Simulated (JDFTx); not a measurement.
# Ta under changes of volume

One of the cells (18.010 Å³/atom); the others are scaled copies at fixed shape and fractional positions:

```xyz
1
Lattice="-1.6513 1.6513 1.6513 1.6513 -1.6513 1.6513 1.6513 1.6513 -1.6513" Properties=species:S:1:pos:R:3 pbc="T T T"
Ta    0.0000    0.0000    0.0000
```

* Program: JDFTx 1.7.0 (patched build)
* Functional: r2SCAN
* Potentials or basis: SG15-PBE-1.2 with smoothed tails
* Cutoff: 1088 eV
* Density cutoff: 4354 eV
* k mesh: 9 × 9 × 9
* Occupations: fermi-dirac, width 0.05 eV
* Spin: no spin polarisation

```tsv
volume (Å³/atom)	energy over the lowest point (meV/atom)	pressure (GPa)
16.930	0.00	1.9
17.290	?	?
17.650	11.02	-5.7
18.010	27.71	-9.0
18.371	51.00	-12.0
18.731	80.57	-14.8
19.091	116.13	-17.5
```

Problem. What does the run at 17.290 Å³/atom give?

Solution. Energy over the lowest point 1.48 meV/atom; pressure -2.1 GPa.

Worked out: A Birch-Murnaghan fit of order 3 (a polynomial in V^(-2/3)) to the other rows has its minimum at 17.03 Å³/atom with B0 = V·E''(V) = 169 GPa (rough, since the energies scatter). It gives 1.70 meV/atom at 17.290 Å³/atom, against the run's 1.48, and -dE/dV = -2.5 GPa, against -2.1.

Energies are extrapolated to zero smearing.

Caveats: the potentials were made for another functional, which shifts forces and pressure.
